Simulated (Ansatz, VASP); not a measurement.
# Two plane-wave programs on AlN

The input INCAR:

```
PREC = Accurate
ENCUT = 520
EDIFF = 1E-6
ISMEAR = 0
SIGMA = 0.1
LREAL = False
LASPH = True
NELM = 80
ALGO = Normal
ISIF = 2
LWAVE = False
LCHARG = False
GGA = PE
NBANDS = 11
```

The input KPOINTS:

```
regular mesh
0
Gamma
  8 8 8
```

Contents of POSCAR:

```
AlN
1.0
    0.0000000000      1.9780000400      1.9780000400
    1.9780000400      0.0000000000      1.9780000400
    1.9780000400      1.9780000400      0.0000000000
Al N
1 1
Direct
    0.0000000000      0.0000000000      0.0000000000
    0.5000000000      0.5000000000      0.5000000000
```

Input for Ansatz:

```yaml
crystal:
  lattice:
    - [0.0, 1.97800004, 1.97800004]
    - [1.97800004, 0.0, 1.97800004]
    - [1.97800004, 1.97800004, 0.0]
  atoms:
    - { symbol: Al, position: [0.0, 0.0, 0.0] }
    - { symbol: "N", position: [0.5, 0.5, 0.5] }
basis:
  ecutwfc: 420
kpoints:
  mp_grid: { grid: [8, 8, 8] }
hamiltonian:
  xc: pbe
scf:
  occupations: { method: gaussian, width: 0.1 }
  lower_state_search: "off"
output:
  forces: true
  stress: true
  eigenvalues: true
```

Alike in both runs: task single point; functional PBE; k mesh 8 × 8 × 8; occupations gaussian, width 0.1 eV; no spin polarisation.

```csv
,VASP,Ansatz
version,VASP 6.6.1,Ansatz 0.2.0
potentials or method,"VASP PAW PBE potentials, release 64 (Al, N)","scalar-relativistic, plane waves, PAW"
plane-wave cutoff (eV),520,420
valence electrons in the cell,8,8
```

```csv
,VASP,Ansatz,Ansatz less VASP
gap on the k mesh at the Fermi level (eV),5.19,5.17,-0.014
least direct gap on the mesh (eV),6.66,6.64,-0.019
pressure (GPa),25.2,25.6,+0.34
```

The functional is the same, so the differences come from potentials, cutoffs and numerics.

Caveats: so large a pressure means that the cell lies far from this level's equilibrium, or that cutoff or potentials fall short (VASP). A hybrid or GW would open this gap; PBE tends to underestimate it. A k mesh can miss the band edges.
